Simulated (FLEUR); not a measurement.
# SnO (P4/nmm) in FLEUR: notebook

The runs below take SnO through band structure, equation of state, with LDA.

Program: FLEUR MaX-R8.1 (later development tree). These are calculated values, not measurements. Logs are shortened: lines on timing, memory, paths and dates and some standing lists are left out, and cuts for length are marked.

### Step 1. The crystal as given

The structure is tetragonal, space group P4/nmm (No. 129). The conventional cell has a = 3.814 Å, b = 3.814 Å, c = 4.887 Å, α = 90.00°, β = 90.00°, γ = 90.00°. Around Sn (site symmetry 4mm) lie 4 O at 2.23 Å. O (site symmetry -4m2) is surrounded by 4 Sn at 2.23 Å.

The cell is a database's computed one.

### Step 2. Band structure, LDA

inp.xml reads:

```xml
<?xml version="1.0" encoding="UTF-8" standalone="no"?>
<fleurInput fleurInputVersion="0.39">
   <comment>
      SnO                                                                                                 
   </comment>
   <calculationSetup>
      <cutoffs Kmax="4.42" Gmax="13.7" GmaxXC="13.7" numbands="0"/>
      <scfLoop itmax="60" minDistance="0.00001" maxIterBroyd="15" imix="Anderson" alpha="0.05" precondParam="0.0" spinf="2.0" sdNocoIR="T"/>
      <coreElectrons ctail="T" frcor="F" kcrel="0" coretail_lmax="0"/>
      <xcFunctional name="vwn" relativisticCorrections="F"/>
      <magnetism jspins="1"/>
      <soc l_soc="F" theta="0.0" phi="0.0" spav="F"/>
      <expertModes spex="0" secvar="F"/>
      <geometryOptimization l_f="F" forcealpha="1.0" forcemix="BFGS" epsdisp="0.00001" epsforce="0.00001"/>
      <ldaU l_linMix="F" mixParam="0.05" spinf="1.0"/>
   </calculationSetup>
   <cell>
      <bzIntegration valenceElectrons="56.0" mode="hist" fermiSmearingEnergy="0.00183747">
         <kPointListSelection listName="default-1"/>
         <!-- k-points included here -->
         <xi:include xmlns:xi="http://www.w3.org/2001/XInclude" href="kpts.xml"> </xi:include>
      </bzIntegration>
      <!-- symmetry operations included here -->
      <xi:include xmlns:xi="http://www.w3.org/2001/XInclude" href="sym.xml"> </xi:include>
      <bulkLattice scale="1.0">
[... 32 lines left out ...]
         </electronConfig>
         <energyParameters s="2" p="2" d="3" f="4"/>
         <lo type="SCLO" l="0" n="2" eDeriv="2"/>
         <lo type="SCLO" l="1" n="2" eDeriv="2"/>
         <lo type="SCLO" l="2" n="3" eDeriv="2"/>
      </species>
   </atomSpecies>
   <atomGroups>
      <atomGroup species="Tin (Sn)">
         <relPos label="                   1">1.000/4.000 -1.000/4.000 -.2353738600</relPos>
         <relPos label="                   2">-1.000/4.000 1.000/4.000 .2353738600</relPos>
         <force calculate="T" relaxXYZ="TTT"/>
      </atomGroup>
      <atomGroup species="Oxygen (O)">
         <relPos label="                   3">-1.000/4.000 -1.000/4.000 .0000000000</relPos>
         <relPos label="                   4">1.000/4.000 1.000/4.000 .0000000000</relPos>
         <force calculate="T" relaxXYZ="TTT"/>
      </atomGroup>
   </atomGroups>
   <output dos="F" band="F" slice="F">
      <checks vchk="F" cdinf="F"/>
      <bandDOS minEnergy="-.5*Htr" maxEnergy="0.5*Htr" sigma="0.015" storeEVData="T"/>
      <vacuumDOS vacdos="F" integ="F" star="F" nstars="0" locx1="0.0" locy1="0.0" locx2="0.0" locy2="0.0" nstm="0" tworkf="0.0"/>
      <unfoldingBand unfoldBand="F" supercellX="1" supercellY="1" supercellZ="1"/>
      <plotting iplot="0" polar="F">
         <plot TwoD="T" vec1="  1.0  0.0  0.0" vec2="  0.0  1.0  0.0" vec3="  0.0  0.0  1.0" zero="  0.0  0.0  0.0" file="plot"/>
      </plotting>
      <chargeDensitySlicing numkpt="0" minEigenval="0.0" maxEigenval="0.0" nnne="0" pallst="F"/>
      <specialOutput eonly="F"/>
      <moessbauerParams electricFieldGradient="T" isomerShift="T" coreHyperfine="T" valenceHyperfine="T"/>
      <magneticCircularDichroism mcd="F" energyLo="-10.0" energyUp="0.0"/>
   </output>
  <!-- We include the file relax.xml here to enable relaxations (see documentation) -->
  <xi:include xmlns:xi="http://www.w3.org/2001/XInclude" href="relax.xml"> <xi:fallback/> </xi:include>
</fleurInput>
```

crystal.txt reads:

```
SnO
&input cartesian=F /
3.8136952200  0.0000000000  0.0000000000
0.0000000000  3.8136952200  0.0000000000
0.0000000000  0.0000000000  4.8869133000
1.8897261246
1.0 1.0 1.0

4
50 0.5000000000  0.0000000000  0.7646261400
50 0.0000000000  0.5000000000  0.2353738600
8 0.0000000000  0.0000000000  0.0000000000
8 0.5000000000  0.5000000000  0.0000000000

&kpt div1=7 div2=7 div3=6 gamma=T /
```

inp.xml (bands) reads:

```
<?xml version="1.0" encoding="UTF-8" standalone="no"?>
<fleurInput fleurInputVersion="0.39">
   <comment>
      SnO                                                                                                 
   </comment>
   <calculationSetup>
      <cutoffs Kmax="4.42" Gmax="13.7" GmaxXC="13.7" numbands="0"/>
      <scfLoop itmax="60" minDistance="0.00001" maxIterBroyd="15" imix="Anderson" alpha="0.05" precondParam="0.0" spinf="2.0" sdNocoIR="T"/>
      <coreElectrons ctail="T" frcor="F" kcrel="0" coretail_lmax="0"/>
      <xcFunctional name="vwn" relativisticCorrections="F"/>
      <magnetism jspins="1"/>
      <soc l_soc="F" theta="0.0" phi="0.0" spav="F"/>
      <expertModes spex="0" secvar="F"/>
      <geometryOptimization l_f="F" forcealpha="1.0" forcemix="BFGS" epsdisp="0.00001" epsforce="0.00001"/>
      <ldaU l_linMix="F" mixParam="0.05" spinf="1.0"/>
   </calculationSetup>
   <cell>
      <bzIntegration valenceElectrons="56.0" mode="hist" fermiSmearingEnergy="0.00183747">
         <kPointListSelection listName="path-1"/>
         <!-- k-points included here -->
         <xi:include xmlns:xi="http://www.w3.org/2001/XInclude" href="kpts.xml"> </xi:include>
      </bzIntegration>
      <!-- symmetry operations included here -->
      <xi:include xmlns:xi="http://www.w3.org/2001/XInclude" href="sym.xml"> </xi:include>
      <bulkLattice scale="1.0">
[... 32 lines left out ...]
         </electronConfig>
         <energyParameters s="2" p="2" d="3" f="4"/>
         <lo type="SCLO" l="0" n="2" eDeriv="2"/>
         <lo type="SCLO" l="1" n="2" eDeriv="2"/>
         <lo type="SCLO" l="2" n="3" eDeriv="2"/>
      </species>
   </atomSpecies>
   <atomGroups>
      <atomGroup species="Tin (Sn)">
         <relPos label="                   1">1.000/4.000 -1.000/4.000 -.2353738600</relPos>
         <relPos label="                   2">-1.000/4.000 1.000/4.000 .2353738600</relPos>
         <force calculate="T" relaxXYZ="TTT"/>
      </atomGroup>
      <atomGroup species="Oxygen (O)">
         <relPos label="                   3">-1.000/4.000 -1.000/4.000 .0000000000</relPos>
         <relPos label="                   4">1.000/4.000 1.000/4.000 .0000000000</relPos>
         <force calculate="T" relaxXYZ="TTT"/>
      </atomGroup>
   </atomGroups>
   <output dos="F" band="T" slice="F">
      <checks vchk="F" cdinf="F"/>
      <bandDOS minEnergy="-.5*Htr" maxEnergy="0.5*Htr" sigma="0.015" storeEVData="T"/>
      <vacuumDOS vacdos="F" integ="F" star="F" nstars="0" locx1="0.0" locy1="0.0" locx2="0.0" locy2="0.0" nstm="0" tworkf="0.0"/>
      <unfoldingBand unfoldBand="F" supercellX="1" supercellY="1" supercellZ="1"/>
      <plotting iplot="0" polar="F">
         <plot TwoD="T" vec1="  1.0  0.0  0.0" vec2="  0.0  1.0  0.0" vec3="  0.0  0.0  1.0" zero="  0.0  0.0  0.0" file="plot"/>
      </plotting>
      <chargeDensitySlicing numkpt="0" minEigenval="0.0" maxEigenval="0.0" nnne="0" pallst="F"/>
      <specialOutput eonly="F"/>
      <moessbauerParams electricFieldGradient="T" isomerShift="T" coreHyperfine="T" valenceHyperfine="T"/>
      <magneticCircularDichroism mcd="F" energyLo="-10.0" energyUp="0.0"/>
   </output>
  <!-- We include the file relax.xml here to enable relaxations (see documentation) -->
  <xi:include xmlns:xi="http://www.w3.org/2001/XInclude" href="relax.xml"> <xi:fallback/> </xi:include>
</fleurInput>
```

Potentials or basis: all-electron, FLAPW.

Launch:

```
inpgen -f crystal.txt -profile fastHighL
# inp.xml edited to the form shown
fleur_MPI
fleur_MPI   # second run, on inp.xml (bands)
```

Standard output:

```text
Welcome to FLEUR        (www.flapw.de)
      MaX-Release 8.1          (www.max-centre.eu)

 ========== k-point set info ==========
 Selected k-point list: default-1
 k-point list type: mesh
 7 x 7 x 6
 Number of k points: 40

 ------------Calculation Setup---------------------------
 Number of MPI-tasks      :            1
 Number of PE/node        :            1
 Number of OMP-threads    :            1
 Most efficient MPI parallelization for:
           1           2           4           5           8          10          20          40
 Additional eigenvalue parallelization possible
 Number of basis functions:          850
 Approximate size of matrices (H+S) per k-point:         0.011 GB
 --------------------------------------------------------
 Iteration:     1   Distance:      21.04406759 me/bohr^3
 Iteration:     2   Distance:      17.29228344 me/bohr^3
 Iteration:     3   Distance:       5.75551738 me/bohr^3
 Iteration:     4   Distance:       6.39288922 me/bohr^3
 Iteration:     5   Distance:       1.17925679 me/bohr^3
 Iteration:     6   Distance:       0.41458168 me/bohr^3
 Iteration:     7   Distance:       0.31134852 me/bohr^3
 Iteration:     8   Distance:       0.06488165 me/bohr^3
 Iteration:     9   Distance:       0.06104347 me/bohr^3
 Iteration:    10   Distance:       0.01500466 me/bohr^3
 Iteration:    11   Distance:       0.00402562 me/bohr^3
 Iteration:    12   Distance:       0.00354374 me/bohr^3
 Iteration:    13   Distance:       0.00013828 me/bohr^3
 Iteration:    14   Distance:       0.00012597 me/bohr^3
 Iteration:    15   Distance:       0.00002010 me/bohr^3
 Iteration:    16   Distance:       0.00001887 me/bohr^3
 Iteration:    17   Distance:       0.00000563 me/bohr^3

 ********************************************************************
 Run finished successfully
 Stop message:
   all done
 ********************************************************************
```

Run time: 1.8 min. Hardware: 1 thread of Intel Xeon 6975P-C (Granite Rapids), shared host; peak memory 0.09 GiB.

Results:

* Free energy: -340067.6835 eV
* Band gap on the k mesh: 0.46 eV, indirect (least direct gap 2.01 eV)
* Band gap along the path: 0.21 eV, indirect (least direct gap 2.00 eV)
* Valence electrons inside the program's atomic spheres: Sn 19.24; O 5.22 (radii Sn 2.26, O 1.63 bohr)

Levels at the corners of the path, in eV from the valence-band top:
```
point  band 26  band 27  band 28  band 29  band 30  band 31
    Γ    -3.08    -3.08    -0.01     2.06     4.18     4.78
    X    -4.76    -2.60    -2.60     3.13     3.13     5.88
    M    -2.41    -1.85    -1.85     0.21     0.21     4.45
    Γ    -3.08    -3.08    -0.01     2.06     4.18     4.78
    Z    -3.10    -3.10    -2.11     1.58     3.03     3.03
    R    -4.73    -1.66    -1.66     2.56     2.56     5.45
    A    -2.61    -2.41    -2.41     2.46     2.46     3.94
    Z    -3.10    -3.10    -2.11     1.58     3.03     3.03
    X    -4.76    -2.60    -2.60     3.13     3.13     5.88
    R    -4.73    -1.66    -1.66     2.56     2.56     5.45
    M    -2.41    -1.85    -1.85     0.21     0.21     4.45
    A    -2.61    -2.41    -2.41     2.46     2.46     3.94
```

Core levels (eV from the Fermi level):
| atom | levels |
| --- | --- |
| 1 Sn | 1s1/2 -28957.2, 2s1/2 -4367.4, 2p1/2 -4081.5, 2p3/2 -3851.2, 3s1/2 -838.7, 3p1/2 -722.4, 3p3/2 -680.4, 3d3/2 -474.0, 3d5/2 -465.3 |
| 2 Sn | 1s1/2 -28957.2, 2s1/2 -4367.4, 2p1/2 -4081.5, 2p3/2 -3851.2, 3s1/2 -838.7, 3p1/2 -722.4, 3p3/2 -680.4, 3d3/2 -474.0, 3d5/2 -465.3 |
| 3 O | 1s1/2 -502.6 |
| 4 O | 1s1/2 -502.6 |

Caveat: spin-orbit coupling is left out, which moves the levels of the heavy elements; the mesh misses the band edges, which the band path finds closer together.

### Step 3. Equation of state, LDA, 16.70 Å³/atom (volume scaled by 0.94)

Changes to inp.xml since step 2:

```diff
@@ -6,3 +6,3 @@
    <calculationSetup>
-      <cutoffs Kmax="4.42" Gmax="13.7" GmaxXC="13.7" numbands="0"/>
+      <cutoffs Kmax="4.53" Gmax="14.0" GmaxXC="14.0" numbands="0"/>
       <scfLoop itmax="60" minDistance="0.00001" maxIterBroyd="15" imix="Anderson" alpha="0.05" precondParam="0.0" spinf="2.0" sdNocoIR="T"/>
@@ -24,3 +24,3 @@
       <xi:include xmlns:xi="http://www.w3.org/2001/XInclude" href="sym.xml"> </xi:include>
-      <bulkLattice scale="1.0">
+      <bulkLattice scale="0.9795861087">
          <bravaisMatrix>
@@ -34,3 +34,3 @@
       <species name="Tin (Sn)" element="Sn" atomicNumber="50">
-         <mtSphere radius="2.26" gridPoints="747" logIncrement="0.017"/>
+         <mtSphere radius="2.19" gridPoints="747" logIncrement="0.017"/>
          <atomicCutoffs lmax="9" lnonsphr="9"/>
@@ -50,3 +50,3 @@
       <species name="Oxygen (O)" element="O" atomicNumber="8">
-         <mtSphere radius="1.63" gridPoints="539" logIncrement="0.02"/>
+         <mtSphere radius="1.59" gridPoints="539" logIncrement="0.02"/>
          <atomicCutoffs lmax="8" lnonsphr="8"/>
```

Potentials or basis: all-electron, FLAPW.

Launch:

```
inpgen -f crystal.txt -profile fastHighL
# inp.xml edited to the form shown
fleur_MPI
```

It took 1.7 min on 1 thread of Intel Xeon 6975P-C (Granite Rapids), shared host; peak memory 0.08 GiB.

Results (log left out):

| Quantity | Value |
| --- | --- |
| Free energy | -340067.6860 eV |
| Band gap on the k mesh | 0.25 eV, indirect (least direct gap 1.99 eV) |
| Valence electrons inside the program's atomic spheres | Sn 19.08; O 5.13 (radii Sn 2.19, O 1.59 bohr) |

Caveat: spin-orbit coupling is left out, which moves the levels of the heavy elements; an odd mesh through Γ misses points on the zone boundary, where band edges often lie.

### Step 4. Equation of state, LDA, 17.06 Å³/atom (volume scaled by 0.96)

Changes to inp.xml since step 3:

```diff
@@ -24,3 +24,3 @@
       <xi:include xmlns:xi="http://www.w3.org/2001/XInclude" href="sym.xml"> </xi:include>
-      <bulkLattice scale="0.9795861087">
+      <bulkLattice scale="0.9864848297">
          <bravaisMatrix>
```

Launch:

```
inpgen -f crystal.txt -profile fastHighL
# inp.xml edited to the form shown
fleur_MPI
```

Wall time 1.7 min (1 thread of Intel Xeon 6975P-C (Granite Rapids), shared host); peak memory 0.09 GiB.

Results (log left out):

* Free energy: -340067.7010 eV
* Band gap on the k mesh: 0.32 eV, indirect (least direct gap 2.00 eV)
* Valence electrons inside the program's atomic spheres: Sn 19.07; O 5.12 (radii Sn 2.19, O 1.59 bohr)

Caveat: spin-orbit coupling is left out, which moves the levels of the heavy elements; an odd mesh through Γ misses points on the zone boundary, where band edges often lie.

### Step 5. Equation of state, LDA, 17.77 Å³/atom

Changes to inp.xml since step 4:

```diff
@@ -24,3 +24,3 @@
       <xi:include xmlns:xi="http://www.w3.org/2001/XInclude" href="sym.xml"> </xi:include>
-      <bulkLattice scale="0.9864848297">
+      <bulkLattice scale="1.0000000000">
          <bravaisMatrix>
```

Launch:

```
inpgen -f crystal.txt -profile fastHighL
# inp.xml edited to the form shown
fleur_MPI
```

Wall time 1.8 min (1 thread of Intel Xeon 6975P-C (Granite Rapids), shared host); peak memory 0.09 GiB.

The run converged. Its results:

| Item | Value |
| --- | --- |
| Free energy | -340067.6738 eV |
| Band gap on the k mesh | 0.46 eV, indirect (least direct gap 2.01 eV) |
| Valence electrons inside the program's atomic spheres | Sn 19.05; O 5.09 (radii Sn 2.19, O 1.59 bohr) |

Caveat: spin-orbit coupling is left out, which moves the levels of the heavy elements; an odd mesh through Γ misses points on the zone boundary, where band edges often lie.

### Step 6. Equation of state, LDA, 18.48 Å³/atom (volume scaled by 1.04)

Changes to inp.xml since step 5:

```diff
@@ -24,3 +24,3 @@
       <xi:include xmlns:xi="http://www.w3.org/2001/XInclude" href="sym.xml"> </xi:include>
-      <bulkLattice scale="1.0000000000">
+      <bulkLattice scale="1.0131594038">
          <bravaisMatrix>
```

Potentials or basis: all-electron, FLAPW.

Launch:

```
inpgen -f crystal.txt -profile fastHighL
# inp.xml edited to the form shown
fleur_MPI
```

Wall time 2.2 min (1 thread of Intel Xeon 6975P-C (Granite Rapids), shared host); peak memory 0.1 GiB.

Results (log left out):

```
Free energy                                           : -340067.5845 eV
Band gap on the k mesh                                : 0.58 eV, indirect (least direct gap 2.01 eV)
Valence electrons inside the program's atomic spheres : Sn 19.03; O 5.07 (radii Sn 2.19, O 1.59 bohr)
```

Caveat: spin-orbit coupling is left out, which moves the levels of the heavy elements; an odd mesh through Γ misses points on the zone boundary, where band edges often lie.

### Step 7. Equation of state, LDA, 18.84 Å³/atom (volume scaled by 1.06)

Changes to inp.xml since step 6:

```diff
@@ -24,3 +24,3 @@
       <xi:include xmlns:xi="http://www.w3.org/2001/XInclude" href="sym.xml"> </xi:include>
-      <bulkLattice scale="1.0131594038">
+      <bulkLattice scale="1.0196128224">
          <bravaisMatrix>
```

Launch:

```
inpgen -f crystal.txt -profile fastHighL
# inp.xml edited to the form shown
fleur_MPI
```

Wall time 2.3 min (1 thread of Intel Xeon 6975P-C (Granite Rapids), shared host); peak memory 0.1 GiB.

The run converged. Its results:

| Quantity | Value |
| --- | --- |
| Free energy | -340067.5206 eV |
| Band gap on the k mesh | 0.64 eV, indirect (least direct gap 1.99 eV) |
| Valence electrons inside the program's atomic spheres | Sn 19.02; O 5.06 (radii Sn 2.19, O 1.59 bohr) |

Caveat: spin-orbit coupling is left out, which moves the levels of the heavy elements; an odd mesh through Γ misses points on the zone boundary, where band edges often lie.

### Step 8. Equation of state, LDA

Potentials or basis: all-electron, FLAPW.

This step only gathers the single runs of the series.

Results:

| Quantity | Value |
| --- | --- |
| Equilibrium volume | 17.14 Å³/atom |
| Bulk modulus at fixed shape and positions | 104 GPa |
| Pressure derivative of the bulk modulus | 4.8 (rough: it moves with the points fitted) |

Energy against volume, from the lowest point:
```
volume (Å³/atom)  energy (meV/atom)
          16.703               3.77
          17.058               0.00
          17.769               6.81
          18.480              29.13
          18.835              45.10
```

Caveat: the cell was scaled at fixed shape and fractional positions, which overstates the stiffness of a crystal with free parameters, most of all of layers and chains.
